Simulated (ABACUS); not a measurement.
Crystal: BAs.

```
As B
1.0
     0.00000    2.38850    2.38850
     2.38850    0.00000    2.38850
     2.38850    2.38850    0.00000
As B
1 1
Direct
  0.75000 0.75000 0.75000
  0.00000 0.00000 0.00000
```

Program: ABACUS 3.10.1. Alike in all runs: task single point; no spin polarisation; cell as given; smearing fermi-dirac 0.05 eV.

Question: Order these runs on this cell by their band gap on the k mesh, lowest first.
A. level HSE-type (share 0.4, screening 0.11/bohr); potentials or basis PseudoDojo NC SR 0.4.1 PBE standard, DZP LCAO (the cutoffs set its grid); k mesh 4 × 4 × 4; cutoff (eV) 1361; SCF threshold on the density 1e-07; eigensolver genelpa; share of exact exchange 0.4; screening of the exchange 0.11 1/bohr; threshold of the auxiliary basis 0.001; mesh quality coarse
B. level HSE-type (share 0.1, screening 0.11/bohr); potentials or basis PseudoDojo NC SR 0.4.1 PBE standard, DZP LCAO (the cutoffs set its grid); k mesh 4 × 4 × 4; cutoff (eV) 1361; SCF threshold on the density 1e-07; eigensolver genelpa; share of exact exchange 0.1; screening of the exchange 0.11 1/bohr; threshold of the auxiliary basis 0.001; mesh quality coarse
C. level PBEsol; potentials or basis PseudoDojo NC SR 0.4.1 PBEsol standard, plane waves; k mesh 10 × 10 × 10; cutoff (eV) 1143; SCF threshold on the density 1e-08; eigensolver dav; mesh quality not flagged
D. level HSE-type (share 0.25, screening 0.11/bohr); potentials or basis PseudoDojo NC SR 0.4.1 PBE standard, DZP LCAO (the cutoffs set its grid); k mesh 4 × 4 × 4; cutoff (eV) 1361; SCF threshold on the density 1e-07; eigensolver genelpa; share of exact exchange 0.25; screening of the exchange 0.11 1/bohr; threshold of the auxiliary basis 0.001; mesh quality coarse

Answer: C (1.10 eV), B (1.88 eV), D (2.44 eV), A (3.03 eV).

Caveats: some runs use coarse meshes; the atomic orbitals were generated for these runs and aren't a published set (some runs); the hybrid runs on potentials with a model core (some runs); gaps of hybrids in this basis differ from plane-wave ones by up to 0.1 eV (some runs); the basis of atomic orbitals isn't converged, which shifts pressures, moduli and gaps (some runs).

A k mesh can miss the band edges.

Runs at the PBE level aren't shown here.
